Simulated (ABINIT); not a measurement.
Runs of ABINIT 10.8.3 (patched build) on Co. The structure is hexagonal, space group P6_3/mmc (No. 194). Conventional cell: a = 2.471 Å, b = 2.471 Å, c = 8.088 Å, α = 90.00°, β = 90.00°, γ = 120.00°. Co (site symmetry -6m2) is surrounded by 12 Co at 2.47 Å. Co (site symmetry -3m) is surrounded by 12 Co at 2.47 Å. 

| level | potentials or basis | k mesh | gap on the mesh (eV) | moment (μB) |
| --- | --- | --- | --- | --- |
| LDA | JTH PAW LDA v2.0 | 5 × 5 × 2 | none | 6.89 |
| PBE | JTH PAW PBE v2.0 | 5 × 5 × 2 | none | 6.95 |
| PBEsol | JTH PAW PBE v2.0 | 5 × 5 × 2 | none | 6.95 |
| PBE | JTH PAW PBE v2.0 | 7 × 7 × 2 | none | (a) |

Alike in all rows: task single point; spin collinear, ferromagnetic start; cell as given; cutoff (eV) 544; smearing fermi-dirac 0.05 eV; the mesh is coarse, so values aren't converged.

Question: Estimate the missing entries.

Answer: (a) 6.68.

Caveats: all runs use coarse meshes.

A gap of «none» marks a metal or a gap under the smearing width.
